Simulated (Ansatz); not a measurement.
## hcp against fcc along the 3d metals

All numbers below come from DFT, m-r2SCAN, plane waves (500 eV) with PAW, scalar-relativistic (Ansatz). The PAW files were generated under PBE, with cores re-solved for the functional.

Each structure is relaxed within its symmetry, in the lowest magnetic state of the tried starts. Differences under about 8 meV lie within the error of the k-point mesh.

Real scandium is paramagnetic; a moment here is an artefact of the functional.

| element | E(hcp) − E(fcc) (meV/atom) | V(hcp) (Å³/atom) | V(fcc) (Å³/atom) | state of hcp | state of fcc |
| --- | --- | --- | --- | --- | --- |
| Sc | -68 | 24.98 | 25.12 | ferromagnetic | ferromagnetic |
| Ti | -71 | 17.31 | 17.34 | non-magnetic | non-magnetic |
| V | 27 | 13.63 | 13.72 | non-magnetic | non-magnetic |
| Fe | -66 | 9.87 | 10.18 | non-magnetic | antiferromagnetic |
| Co | -18 | 10.39 | 10.49 | ferromagnetic | ferromagnetic |
| Ni | ? | ? | ? | ? | ? |

Q: Fill in the row of Ni.

A: E(hcp) − E(fcc) (meV/atom): 37; V(hcp) (Å³/atom): 10.47; V(fcc) (Å³/atom): 10.46; state of hcp: ferromagnetic; state of fcc: ferromagnetic.

m-r²SCAN is r²SCAN on the gauge-invariant kinetic-energy density; without spin polarisation the two are equal.
